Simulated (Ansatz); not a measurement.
Computed with Ansatz on PBE0-D4/def2-TZVP structures; ΔE is electronic, products minus reactants. CCSD(T)/CBS is the MP2 limit (def2-TZVPP, def2-QZVPP) plus CCSD(T) − MP2 in def2-TZVPP, frozen cores. This one scheme is used for every species. Functionals use def2-TZVPP. B3LYP here is the variant with VWN-RPA as its local correlation; programs differ in this. def2 core potentials past Kr. For Sn outer-core shells are correlated without core-valence functions, which leaves a few kJ/mol of doubt a bond. Each species was taken in one conformer, which may not be the lowest.

Consider the ligand exchange at the Sn–C bond: `[F][SnH2][C](F)(F)F` + CH₃OH → `C[O][SnH2][F]` + trifluoromethane.

| level | ΔE (kcal/mol) | difference from CCSD(T)/CBS |
| --- | --- | --- |
| LDA (SPW92) | -15.3 | 4.3 |
| BLYP-D4 | -16.8 | 2.8 |
| r2SCAN0-D4 | -18.5 | 1.1 |
| revPBE | -15.6 | 4.0 |
| r2SCAN | -17.9 | 1.7 |
| B3LYP | -17.9 | 1.7 |
| r2SCANh | -18.1 | 1.5 |
| HF/def2-SVP | -22.3 | -2.7 |
| CCSD/def2-SVP | -20.6 | -1.0 |
| HF/def2-QZVPP | -23.2 | -3.6 |
| CCSD(T)/CBS | -19.6 | 0 |

Largest T1 diagnostic among the species: 0.014.

Leaving LDA and LC-ωPBE aside and taking each functional with its dispersion term where it has one, the values, not all of them listed here, spread over 4.0 kcal/mol, from BHLYP-D4 to PBE-D4. In def2-TZVPP, CCSD(T) changes the Hartree–Fock value by +3.3 kcal/mol (the triples alone add +0.3 kcal/mol) and MP2 by +1.9 kcal/mol.

CCSD(T)/CBS has its own doubt, a few kJ/mol and more with outer-core shells, so smaller differences from it don't rank the levels.
